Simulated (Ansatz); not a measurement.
**One geometry of TiO, one setting changed: fraction of exact exchange**

Method: Ansatz 0.2.0, DFT HSE06, scalar-relativistic, plane waves, PAW. The atoms stay where they are, in a cell that isn't relaxed at these levels; pressure is positive in compression.

```
CELL_PARAMETERS angstrom
3.03100 0.00000 0.00000
-1.51550 2.62492 0.00000
0.00000 0.00000 3.23770
ATOMIC_POSITIONS crystal
Ti 0.66667 0.33333 0.00000
O 0.00000 0.00000 0.50000
```

* plane-wave cutoff: 420 eV
* Γ-centred k-mesh: 12×12×6
* occupation rule: Gaussian smearing, 0.01 eV
* spin treatment: unpolarised

```csv
fraction of exact exchange,gap on mesh (eV),P (GPa)
0.15,0.28,-39.2
0.25,0.50,-41.9
```

(1) What do the runs give for 0.35, 0.5?

Answers

(1) They give:

```
fraction of exact exchange gap on mesh (eV) P (GPa)
                      0.35              0.77    -44.4
                       0.5              1.23    -48.0
```

This form isn't the usual stable structure of the compound.

Cost: 4 runs of about 5.8 core-minutes in all, on Intel Xeon 6975P-C (Granite Rapids) (shared hosts).